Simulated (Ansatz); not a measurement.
# Ge: strong compression, part 2 of 2

How does Ge (hcp type) answer strong compression, and how long do frozen cores keep up with all electrons? The runs shown use LAPW, crystal datasets and norm-conserving. Companion runs by PAW are cited. Its runs: the reference run (LAPW); volume scaled by 1 (crystal datasets and norm-conserving); volume scaled by 0.9 (LAPW and crystal datasets); volume scaled by 0.8 (LAPW and norm-conserving); volume scaled by 0.7 (LAPW); volume scaled by 0.6 (LAPW); volume scaled by 0.5 (LAPW and crystal datasets); volume scaled by 0.4 (LAPW, crystal datasets and norm-conserving).

Ansatz 0.2.0; DFT PBE; a cell built from a prototype (hcp type), not taken from measurement. «Crystal datasets» are all-electron PAW datasets made for this crystal. Earlier steps stand in the parts before.

**9. Volume scaled by 0.7, LAPW**

This is Ge in the hcp structure; at room conditions it is diamond.

File input.yaml:

```yaml
crystal:
  lattice:
    - [2.6489630337, 0.0, 0.0]
    - [-1.3244815168, 2.2940692808, 0.0]
    - [0.0, 0.0, 4.4615699096]
  atoms:
    - { symbol: Ge, position: [0.3333333333, 0.6666666667, 0.25] }
    - { symbol: Ge, position: [0.6666666667, 0.3333333333, 0.75] }
kpoints:
  mp_grid: { grid: [14, 14, 8] }
scf:
  occupations: { method: fermi_dirac, width: 0.1 }
hamiltonian:
  xc: pbe
  pseudopotentials: { kind: all_electron, lapw: { basis_error: 0.001 } }
output:
  forces: true
  stress: true
  eigenvalues: true
  populations: true
```

Run with:

```sh
ansatz run input.yaml --threads 1 --pin off --max-ram 2048MiB --backend cpu --events-out ev --progress --plain --runs-dir out
```

What it wrote (excerpt; [...] marks lines left out):

```text
Ge: projections on atomic orbitals take those of the free atom 1s2 2s2 2p6 3s2 3p6 3d10 4s2 4p2, of charge +0.00 (hamiltonian.pseudopotentials.projection_atoms)
LAPW: plane waves up to 8.246 Å⁻¹, error target 1.0e-3 eV per atom; small_component_spin mean_spin; Ge in spheres of 1.324 Å, 22 of its electrons in bands, Dirac shells []
[...]
Pseudopotentials: kind: all_electron
Pseudopotential: Ge, LAPW, valence charge 22, Koelling and Harmon's equation, gaussian nucleus
Functional definition: PBE
[...]
Crystal: 2 atoms, lattice volume = 27.113 Å³
Basis set: ecut = 259.0965691534285 eV, 251 PW (Γ), exchange–correlation at level 2
Bands: 27, of which v1, the nominal top of the filled ones, is band 22 counted from 1 (21 counted from 0)
Symmetry: 24 space group operations
Space group: P63/mmc (ITA 194), of the structure as read, at distance tolerance 3.0e-5 Å
k-points: 120 of 1568
[...]
SCF iter   7: F=-114230.651806 eV  HF=-114230.651806 eV  |F-HF|=4.37e-9  |Δ(HF+E_count)|=   4.33e-8  Δρ=7.85e-6  dr2=1.66e-8  ethr=5.92e-10  ⟨swp⟩=2.2  Hψ=9663  notcnv=0
[...]
SCF converged after 7 iterations
Free energy (F): -114230.651806 eV
[...]
E sigma→0 (E₀):  -114230.639364 eV
Entropy (-TS):   -0.024882 eV (-12.441 meV/atom)
Fermi energy:    19.447197 eV
[...]
--- Forces (eV/Å), atoms counted from 1 ---
  atom   1  Ge    -0.00000000    -0.00000000     0.00000000
  atom   2  Ge     0.00000000     0.00000000     0.00000000
[...]
--- Stress (GPa, compression-positive) ---
       50.624716       0.000000       0.000000
        0.000000      50.624716       0.000000
        0.000000       0.000000      50.424421
  P = ⅓ Tr σ = 50.5580 GPa (505.580 kbar)
--- Band table (eV; the first three rows and the last of 120) ---
[... band rows left out ...]
[...]
--- Löwdin populations: 2 sites ---
  site symbol       q [e]
     0     Ge     31.9494
     1     Ge     31.9494
  spilling = 0.001581 (of n_electrons = 64.000000)
```

It took 24 s on 1 thread of Arm Neoverse V1, shared host; peak memory 0.42 GiB.

In short: pressure 50.56 GPa; no gap.

**10. Volume scaled by 0.6, LAPW**

input.yaml, as its differences from that of step 9:

```diff
@@ -2,5 +2,5 @@
   lattice:
-    - [2.6489630337, 0.0, 0.0]
-    - [-1.3244815168, 2.2940692808, 0.0]
-    - [0.0, 0.0, 4.4615699096]
+    - [2.5469541455, 0.0, 0.0]
+    - [-1.2734770727, 2.2057269923, 0.0]
+    - [0.0, 0.0, 4.1366659931]
   atoms:
```

Run with:

```sh
ansatz run input.yaml --threads 1 --pin off --max-ram 2048MiB --backend cpu --events-out ev --progress --plain --runs-dir out
```

What it wrote (excerpt; [...] marks lines left out):

```text
Ge: projections on atomic orbitals take those of the free atom 1s2 2s2 2p6 3s2 3p6 3d10 4s2 4p2, of charge +0.00 (hamiltonian.pseudopotentials.projection_atoms)
LAPW: plane waves up to 8.714 Å⁻¹, error target 1.0e-3 eV per atom; small_component_spin mean_spin; Ge in spheres of 1.269 Å, 22 of its electrons in bands, Dirac shells []
[...]
[... 3 set-up lines as earlier in the session ...]
[...]
Crystal: 2 atoms, lattice volume = 23.239 Å³
Basis set: ecut = 289.29113161788933 eV, 263 PW (Γ), exchange–correlation at level 2
Bands: 27, of which v1, the nominal top of the filled ones, is band 22 counted from 1 (21 counted from 0)
[... 1 set-up line as earlier in the session ...]
Space group: P63/mmc (ITA 194), of the structure as read, at distance tolerance 2.9e-5 Å
k-points: 120 of 1568
[...]
SCF iter   5: F=-114228.889110 eV  HF=-114228.889110 eV  |F-HF|=5.82e-9  |Δ(HF+E_count)|=   1.21e-5  Δρ=2.07e-5  dr2=5.09e-8  ethr=9.27e-8  ⟨swp⟩=2.0  Hψ=9324  notcnv=0
[...]
SCF converged after 5 iterations
Free energy (F): -114228.889110 eV
[...]
E sigma→0 (E₀):  -114228.878539 eV
Entropy (-TS):   -0.021142 eV (-10.571 meV/atom)
Fermi energy:    23.244038 eV
[...]
--- Forces (eV/Å), atoms counted from 1 ---
  atom   1  Ge     0.00000000     0.00000000     0.00000000
  atom   2  Ge    -0.00000000     0.00000000     0.00000000
[...]
--- Stress (GPa, compression-positive) ---
      101.195011      -0.000000       0.000000
        0.000000     101.195011       0.000000
        0.000000       0.000000     101.697235
  P = ⅓ Tr σ = 101.3624 GPa (1013.624 kbar)
--- Band table (eV; the first three rows and the last of 120) ---
[... band rows left out ...]
[...]
--- Löwdin populations: 2 sites ---
  site symbol       q [e]
     0     Ge     31.9418
     1     Ge     31.9418
  spilling = 0.001819 (of n_electrons = 64.000000)
```

Run time: 21 s. Hardware: 1 thread of Arm Neoverse V1, shared host; peak memory 0.42 GiB.

Result: pressure 101.36 GPa; no gap.

**11. Volume scaled by 0.5, LAPW**

input.yaml, as its differences from that of step 10:

```diff
@@ -2,5 +2,5 @@
   lattice:
-    - [2.5469541455, 0.0, 0.0]
-    - [-1.2734770727, 2.2057269923, 0.0]
-    - [0.0, 0.0, 4.1366659931]
+    - [2.394176797, 0.0, 0.0]
+    - [-1.1970883985, 2.0734179273, 0.0]
+    - [0.0, 0.0, 3.9012072909]
   atoms:
```

Run with:

```sh
ansatz run input.yaml --threads 1 --pin off --max-ram 2048MiB --backend cpu --events-out ev --progress --plain --runs-dir out
```

What it wrote (excerpt; [...] marks lines left out):

```text
Ge: projections on atomic orbitals take those of the free atom 1s2 2s2 2p6 3s2 3p6 3d10 4s2 4p2, of charge +0.00 (hamiltonian.pseudopotentials.projection_atoms)
LAPW: plane waves up to 9.395 Å⁻¹, error target 1.0e-3 eV per atom; small_component_spin mean_spin; Ge in spheres of 1.195 Å, 22 of its electrons in bands, Dirac shells []
[...]
[... 3 set-up lines as earlier in the session ...]
[...]
Crystal: 2 atoms, lattice volume = 19.366 Å³
Basis set: ecut = 336.3197060172037 eV, 287 PW (Γ), exchange–correlation at level 2
Bands: 27, of which v1, the nominal top of the filled ones, is band 22 counted from 1 (21 counted from 0)
[... 1 set-up line as earlier in the session ...]
Space group: P63/mmc (ITA 194), of the structure as read, at distance tolerance 2.7e-5 Å
k-points: 120 of 1568
[...]
SCF iter   5: F=-114225.308365 eV  HF=-114225.308365 eV  |F-HF|=4.09e-8  |Δ(HF+E_count)|=   1.00e-5  Δρ=2.68e-5  dr2=6.32e-8  ethr=1.28e-7  ⟨swp⟩=2.0  Hψ=9024  notcnv=0
[...]
SCF converged after 5 iterations
Free energy (F): -114225.308365 eV
[...]
E sigma→0 (E₀):  -114225.299765 eV
Entropy (-TS):   -0.017199 eV (-8.600 meV/atom)
Fermi energy:    28.550648 eV
[...]
--- Forces (eV/Å), atoms counted from 1 ---
  atom   1  Ge     0.00000000     0.00000000    -0.00000000
  atom   2  Ge     0.00000000    -0.00000000     0.00000000
[...]
--- Stress (GPa, compression-positive) ---
      208.587201      -0.000000       0.000000
       -0.000000     208.587201       0.000000
        0.000000       0.000000     208.671602
  P = ⅓ Tr σ = 208.6153 GPa (2086.153 kbar)
--- Band table (eV; the first three rows and the last of 120) ---
[... band rows left out ...]
[...]
--- Löwdin populations: 2 sites ---
  site symbol       q [e]
     0     Ge     31.9341
     1     Ge     31.9341
  spilling = 0.002059 (of n_electrons = 64.000000)
```

Wall time 21 s (1 thread of Arm Neoverse V1, shared host); peak memory 0.43 GiB.

Result: pressure 208.62 GPa; no gap.

**12. Volume scaled by 0.5, crystal datasets**

input.yaml, as its differences from that of step 11:

```diff
@@ -14,3 +14,3 @@
   xc: pbe
-  pseudopotentials: { kind: all_electron, lapw: { basis_error: 0.001 } }
+  pseudopotentials: { kind: all_electron, datasets: crystal }
 output:
@@ -19,2 +19 @@
   eigenvalues: true
-  populations: true
```

Run with:

```sh
ansatz run input.yaml --threads 1 --pin off --max-ram 2048MiB --backend cpu --events-out ev --progress --plain --runs-dir out
```

What it wrote (excerpt; [...] marks lines left out):

```text
[...]
band count auto-derived: 10 (N_el = 8.0; filled up to band 4; 8 by the electrons, moments and atoms)
[...]
[... 1 set-up line as earlier in the session ...]
Pseudopotential: Ge, paw, valence charge 22, recommended cutoff 280 eV (normal), Koelling and Harmon's equation, gaussian nucleus
[... 1 set-up line as earlier in the session ...]
[...]
Crystal: 2 atoms, lattice volume = 19.366 Å³
Basis set: ecut = 280 eV, 197 PW (Γ), exchange–correlation on 30×30×48 points (8 copies of the dense FFT grid, shifted against one another)
Bands: 10, of which v1, the nominal top of the filled ones, is band 4 counted from 1 (3 counted from 0)
[... 2 set-up lines as earlier in the session ...]
k-points: 120 of 1568
[...]
Past the cutoffs: a stress includes 0.0055 GPa for waves and charges beyond them, in addition to the slope of what the spheres take
In the spheres:  the bands' charges fall short by 6.0e-7 e at most (sound up to 1e-3), those of shells solved beside the bands by 8.0e-8 e (sound up to 5e-4)
Fermi energy:    28.550717 eV
[...]
  The terms above E_closure are by the made datasets' own strengths, without shells solved beside the bands.
--- Forces (eV/Å), atoms counted from 1 ---
  atom   1  Ge     0.00000000     0.00000000    -0.00000000
  atom   2  Ge     0.00000000    -0.00000000     0.00000000
[...]
--- Stress (GPa, compression-positive) ---
      208.584810      -0.000000       0.000000
       -0.000000     208.584810       0.000000
        0.000000       0.000000     208.670035
  P = ⅓ Tr σ = 208.6132 GPa (2086.132 kbar)
  It holds what live shells' own plane waves past their cutoff add
--- Band table (eV; the first three rows and the last of 120) ---
  k-point 0: bands = ["7.3930", "17.3468", "18.5646", "40.8517", "40.8517", "43.2380", "43.2380", "44.1151"]
[...]
```

It took 26 s on 1 thread of Arm Neoverse V1, shared host; peak memory 0.59 GiB.

Read from it: pressure 208.61 GPa; no gap.

**13. Volume scaled by 0.4, LAPW**

File input.yaml:

```yaml
crystal:
  lattice:
    - [2.2182034482, 0.0, 0.0]
    - [-1.1091017241, 1.9210205369, 0.0]
    - [0.0, 0.0, 3.6357892159]
  atoms:
    - { symbol: Ge, position: [0.3333333333, 0.6666666667, 0.25] }
    - { symbol: Ge, position: [0.6666666667, 0.3333333333, 0.75] }
kpoints:
  mp_grid: { grid: [14, 14, 8] }
  band_path:
    path:
      - [0.0, 0.0, 0.0]
      - [0.5, 0.0, 0.0]
      - [0.3333333333, 0.3333333333, 0.0]
      - [0.0, 0.0, 0.0]
      - [0.0, 0.0, 0.5]
      - [0.5, 0.0, 0.5]
      - [0.3333333333, 0.3333333333, 0.5]
      - [0.0, 0.0, 0.5]
      - [0.5, 0.0, 0.5]
    npoints: 8
scf:
  occupations: { method: fermi_dirac, width: 0.1 }
hamiltonian:
  xc: pbe
  pseudopotentials: { kind: all_electron, lapw: { basis_error: 0.001 } }
output:
  forces: true
  stress: true
  eigenvalues: true
  populations: true
  dos: { projected: true, de: 0.2, e_range: [-14, 8] }
```

Run with:

```sh
ansatz run input.yaml --threads 1 --pin off --max-ram 2048MiB --backend cpu --events-out ev --progress --plain --runs-dir out
```

What it wrote (excerpt; [...] marks lines left out):

```text
Ge: projections on atomic orbitals take those of the free atom 1s2 2s2 2p6 3s2 3p6 3d10 4s2 4p2, of charge +0.00 (hamiltonian.pseudopotentials.projection_atoms)
LAPW: plane waves up to 10.306 Å⁻¹, error target 1.0e-3 eV per atom; small_component_spin mean_spin; Ge in spheres of 1.109 Å, 22 of its electrons in bands, Dirac shells []
[...]
[... 3 set-up lines as earlier in the session ...]
[...]
Crystal: 2 atoms, lattice volume = 15.493 Å³
Basis set: ecut = 404.6397441359755 eV, 287 PW (Γ), exchange–correlation at level 2
Bands: 27, of which v1, the nominal top of the filled ones, is band 22 counted from 1 (21 counted from 0)
[... 1 set-up line as earlier in the session ...]
Space group: P63/mmc (ITA 194), of the structure as read, at distance tolerance 2.5e-5 Å
k-points: 120 of 1568
[...]
SCF iter   6: F=-114217.687028 eV  HF=-114217.687028 eV  |F-HF|=3.35e-10  |Δ(HF+E_count)|=   5.72e-8  Δρ=2.57e-6  dr2=3.57e-10  ethr=1.65e-10  ⟨swp⟩=2.9  Hψ=9409  notcnv=0
[...]
NSCF: frozen V_eff on 65 k-points
SCF converged after 6 iterations
Free energy (F): -114217.687028 eV
[...]
E sigma→0 (E₀):  -114217.678514 eV
Entropy (-TS):   -0.017029 eV (-8.514 meV/atom)
Fermi energy:    36.398237 eV
[...]
--- Forces (eV/Å), atoms counted from 1 ---
  atom   1  Ge    -0.00000000    -0.00000000     0.00000000
  atom   2  Ge    -0.00000000     0.00000000    -0.00000000
[...]
--- Stress (GPa, compression-positive) ---
      459.794920       0.000000       0.000000
        0.000000     459.794920      -0.000000
        0.000000      -0.000000     459.909595
  P = ⅓ Tr σ = 459.8331 GPa (4598.331 kbar)
--- Band table (eV; the first three rows and the last of 120) ---
[... band rows left out ...]
[...]
--- Löwdin populations: 2 sites ---
  site symbol       q [e]
     0     Ge     31.9255
     1     Ge     31.9255
  spilling = 0.002327 (of n_electrons = 64.000000)
```

Wall time 31 s (1 thread of Arm Neoverse V1, shared host); peak memory 0.45 GiB.

This run gives: pressure 459.83 GPa; no gap.

At the corners of the path (eV, zero at the Fermi level):

```csv
point,band 19,band 20,band 21,band 22,band 23,band 24,band 25
Γ,-24.99,-13.94,-10.97,14.87,14.87,16.18,16.88
M,-14.36,-13.47,-3.74,-2.87,-0.60,0.01,4.24
K,-10.35,-10.24,-10.24,-0.25,0.11,0.11,3.24
Γ,-24.99,-13.94,-10.97,14.87,14.87,16.18,16.88
A,-21.88,-21.88,2.15,2.15,17.26,17.26,17.68
L,-12.51,-12.51,-8.96,-8.96,7.72,7.72,9.98
H,-8.96,-8.96,-7.14,-7.14,-5.33,-5.33,12.94
A,-21.88,-21.88,2.15,2.15,17.26,17.26,17.68
L,-12.51,-12.51,-8.96,-8.96,7.72,7.72,9.98
```

States per cell in windows of 1 eV (zero at the Fermi level; grid of 0.20 eV, so sharp peaks spill over the borders):

```csv
from,to,total,Ge 4p,Ge 4s
-10,-9,0.24,0.18,0.05
-9,-8,0.21,0.12,0.08
-8,-7,0.42,0.23,0.17
-7,-6,0.51,0.31,0.17
-6,-5,0.44,0.29,0.13
-5,-4,0.44,0.27,0.14
-4,-3,0.56,0.34,0.19
-3,-2,0.49,0.30,0.16
-2,-1,0.51,0.34,0.15
-1,0,0.41,0.27,0.10
0,1,0.44,0.29,0.10
1,2,0.54,0.35,0.12
2,3,0.54,0.33,0.13
3,4,0.59,0.35,0.14
4,5,0.61,0.37,0.13
```

**14. Volume scaled by 0.4, crystal datasets**

File input.yaml:

```yaml
crystal:
  lattice:
    - [2.2182034482, 0.0, 0.0]
    - [-1.1091017241, 1.9210205369, 0.0]
    - [0.0, 0.0, 3.6357892159]
  atoms:
    - { symbol: Ge, position: [0.3333333333, 0.6666666667, 0.25] }
    - { symbol: Ge, position: [0.6666666667, 0.3333333333, 0.75] }
kpoints:
  mp_grid: { grid: [14, 14, 8] }
scf:
  occupations: { method: fermi_dirac, width: 0.1 }
hamiltonian:
  xc: pbe
  pseudopotentials: { kind: all_electron, datasets: crystal }
output:
  forces: true
  stress: true
  eigenvalues: true
```

Run with:

```sh
ansatz run input.yaml --threads 1 --pin off --max-ram 2048MiB --backend cpu --events-out ev --progress --plain --runs-dir out
```

What it wrote (excerpt; [...] marks lines left out):

```text
[...]
band count auto-derived: 20 (N_el = 28.0; filled up to band 14; 18 by the electrons, moments and atoms)
[...]
[... 1 set-up line as earlier in the session ...]
Pseudopotential: Ge, paw, valence charge 22, recommended cutoff 460 eV (normal), Koelling and Harmon's equation, gaussian nucleus
[... 1 set-up line as earlier in the session ...]
[...]
Crystal: 2 atoms, lattice volume = 15.493 Å³
Basis set: ecut = 460 eV, 337 PW (Γ), exchange–correlation on 32×32×54 points (8 copies of the dense FFT grid, shifted against one another)
Bands: 20, of which v1, the nominal top of the filled ones, is band 14 counted from 1 (13 counted from 0)
[... 2 set-up lines as earlier in the session ...]
k-points: 120 of 1568
[...]
In the spheres:  the bands' charges fall short by 2.2e-7 e at most (sound up to 1e-3), those of shells solved beside the bands by 5.8e-9 e (sound up to 5e-4)
Fermi energy:    36.398233 eV
[...]
  The terms above E_closure are by the made datasets' own strengths, without shells solved beside the bands.
--- Forces (eV/Å), atoms counted from 1 ---
  atom   1  Ge     0.00000000    -0.00000000     0.00000000
  atom   2  Ge     0.00000000     0.00000000    -0.00000000
[...]
--- Stress (GPa, compression-positive) ---
      459.794045      -0.000000       0.000000
       -0.000000     459.794045      -0.000000
        0.000000      -0.000000     459.908374
  P = ⅓ Tr σ = 459.8322 GPa (4598.322 kbar)
  It holds what live shells' own plane waves past their cutoff add
--- Band table (eV; the first three rows and the last of 120) ---
  k-point 0: bands = ["8.3156", "8.8923", "8.9696", "8.9696", "9.0854", "9.0854", "9.2925", "9.2925", "9.8625", "9.8625", "11.4074", "22.4561", "25.4271", "51.2661", "51.2661", "52.5783", "53.2828", "53.2828"]
[...]
```

It took 18 s on 1 thread of Arm Neoverse V1, shared host; peak memory 0.6 GiB.

Read from it: pressure 459.83 GPa; no gap.

**15. Volume scaled by 0.4, norm-conserving**

input.yaml, as its differences from that of step 14:

```diff
@@ -14,3 +14,3 @@
   xc: pbe
-  pseudopotentials: { kind: all_electron, datasets: crystal }
+  pseudopotentials: { kind: nc }
 output:
```

Run with:

```sh
ansatz run input.yaml --threads 1 --pin off --max-ram 2048MiB --backend cpu --events-out ev --progress --plain --runs-dir out
```

What it wrote (excerpt; [...] marks lines left out):

```text
[...]
[... 3 set-up lines as earlier in the session ...]
[...]
Crystal: 2 atoms, lattice volume = 15.493 Å³
Basis set: ecut = 1061.244064 eV, 1213 PW (Γ), exchange–correlation on 48×48×80 points (8 copies of the dense FFT grid, shifted against one another)
Bands: 18, of which v1, the nominal top of the filled ones, is band 14 counted from 1 (13 counted from 0)
[... 2 set-up lines as earlier in the session ...]
k-points: 120 of 1568
[...]
SCF iter   1: F=—  HF=-4846.368438 eV  |F-HF|=—  |Δ(HF+E_count)|=         —  Δρ=6.66e-2  dr2=4.04e-1  ethr=3.10e-3  ⟨swp⟩=5.6  Hψ=10486  notcnv=0
[...]
SCF iter   6: F=-4846.174082 eV  HF=-4846.174082 eV  |F-HF|=4.27e-11  |Δ(HF+E_count)|=   3.57e-9  Δρ=3.96e-6  dr2=3.50e-10  ethr=5.83e-11  ⟨swp⟩=2.0  Hψ=6782  notcnv=0
[...]
SCF converged after 6 iterations
Free energy (F): -4846.174082 eV
[...]
E sigma→0 (E₀):  -4846.165509 eV
Entropy (-TS):   -0.017146 eV (-8.573 meV/atom)
Fermi energy:    35.127270 eV
[...]
--- Forces (eV/Å), atoms counted from 1 ---
  atom   1  Ge     0.00000000    -0.00000000     0.00000000
  atom   2  Ge     0.00000000     0.00000000    -0.00000000
[...]
--- Stress (GPa, compression-positive) ---
      460.225523       0.000000       0.000000
        0.000000     460.225523      -0.000000
        0.000000      -0.000000     460.683405
  P = ⅓ Tr σ = 460.3782 GPa (4603.782 kbar)
--- Band table (eV; the first three rows and the last of 120) ---
  k-point 0: bands = ["6.7805", "7.3315", "7.4206", "7.4206", "7.5335", "7.5335", "7.7299", "7.7299", "8.2913", "8.2913", "10.1583", "21.1881", "24.1460", "49.9977", "49.9977", "51.3358", "52.0087", "52.0087"]
[...]
```

Run time: 5.6 s. Hardware: 1 thread of Arm Neoverse V1, shared host; peak memory 0.29 GiB.

In short: pressure 460.38 GPa; no gap.

**16. The series in one table**

Rows by PAW come from runs of the same series that aren't printed here.

| method | volume over the first | volume (Å³/atom) | pressure (GPa) | SCF cycles, all passes |
| --- | --- | --- | --- | --- |
| LAPW | 1 | 19.366 | 0.04 | 7 |
| LAPW | 0.9 | 17.429 | 8.60 | 7 |
| LAPW | 0.8 | 15.493 | 23.61 | 7 |
| LAPW | 0.7 | 13.556 | 50.56 | 7 |
| LAPW | 0.6 | 11.620 | 101.36 | 5 |
| LAPW | 0.5 | 9.683 | 208.62 | 5 |
| LAPW | 0.4 | 7.746 | 459.83 | 6 |
| PAW | 1 | 19.366 | 0.01 | 6 |
| PAW | 0.9 | 17.429 | 8.55 | 6 |
| PAW | 0.8 | 15.493 | 23.54 | 6 |
| PAW | 0.7 | 13.556 | 50.46 | 6 |
| PAW | 0.6 | 11.620 | 101.24 | 6 |
| PAW | 0.5 | 9.683 | 208.52 | 6 |
| PAW | 0.4 | 7.746 | 460.32 | 6 |
| PAW (cutoff 250 eV) | 0.4 | 7.746 | 467.04 | 6 |
| crystal datasets | 1 | 19.366 | 0.04 | 7 |
| crystal datasets | 0.9 | 17.429 | 8.59 | 7 |
| crystal datasets | 0.5 | 9.683 | 208.61 | 10 |
| crystal datasets | 0.4 | 7.746 | 459.83 | 10 |
| norm-conserving | 1 | 19.366 | -0.02 | 6 |
| norm-conserving | 0.8 | 15.493 | 23.59 | 6 |
| norm-conserving | 0.4 | 7.746 | 460.38 | 6 |

**17. Outcome**

What follows sums up all 2 parts.

| quantity | value |
| --- | --- |
| LAPW pressure at 0.4 of the volume | 459.8 GPa |
| PAW pressure at 0.4 of the volume | 460.3 GPa |
| PAW (cutoff 250 eV) pressure at 0.4 of the volume | 467.0 GPa |
| crystal datasets pressure at 0.4 of the volume | 459.8 GPa |
| norm-conserving pressure at 0.4 of the volume | 460.4 GPa |
| fitted bulk modulus at zero pressure (LAPW) | 64 GPa |
| its pressure derivative | 4.37 |

What this shows: By LAPW the pressure climbs to 460 GPa at 0.4 of the first volume. One third-order Birch-Murnaghan curve follows these points (B₀ = 64 GPa, B′ = 4.37, misfit at most 0.45 GPa). A fit over so wide a range leans to the high pressures, so B₀ can be off by several per cent. Where LAPW's pressure is over 3 GPa, PAW's departs from it by at most 0.6 %, at 0.9 of the volume. The ions are at rest, and the electrons smeared by 0.1 eV.
